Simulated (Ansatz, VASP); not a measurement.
**BP in VASP and in Ansatz**

```
B P
1.0
     5.06225    0.00000    0.00000
    -2.53113    4.38404    0.00000
     0.00000    0.00000    9.73106
B P
6 6
Direct
  0.84490 0.42245 0.08333
  0.57755 0.42245 0.41667
  0.42245 0.84490 0.25000
  0.57755 0.15510 0.75000
  0.15510 0.57755 0.58333
  0.42245 0.57755 0.91667
  0.63143 0.26286 0.25000
  0.26286 0.63143 0.08333
  0.36857 0.63143 0.41667
  0.73714 0.36857 0.58333
  0.63143 0.36857 0.91667
  0.36857 0.73714 0.75000
```

Alike in both runs: functional PBE; k mesh 6 × 6 × 2; occupations gaussian, width 0.1 eV; no spin polarisation.

Ansatz relaxed the structure, and its values are those at the end. VASP's run is a single point on that final structure, the one shown.

|  | VASP | Ansatz |
| --- | --- | --- |
| version | VASP 6.6.1 | Ansatz 0.2.0 |
| potentials or method | VASP PAW PBE potentials, release 64 (B, P) | scalar-relativistic, plane waves, PAW |
| plane-wave cutoff (eV) | 520 | 420 |
| valence electrons in the cell | 48 | 48 |

Ansatz gave:

| Item | Value |
| --- | --- |
| gap on the k mesh at the Fermi level (eV) | 0.08 |
| least direct gap on the mesh (eV) | 0.42 |
| pressure (GPa) | 0.1 |

Which values does VASP return?

gap on the k mesh at the Fermi level (eV): 0.08; least direct gap on the mesh (eV): 0.43; pressure (GPa): -0.1.

The functional is the same, so the differences come from potentials, cutoffs and numerics.
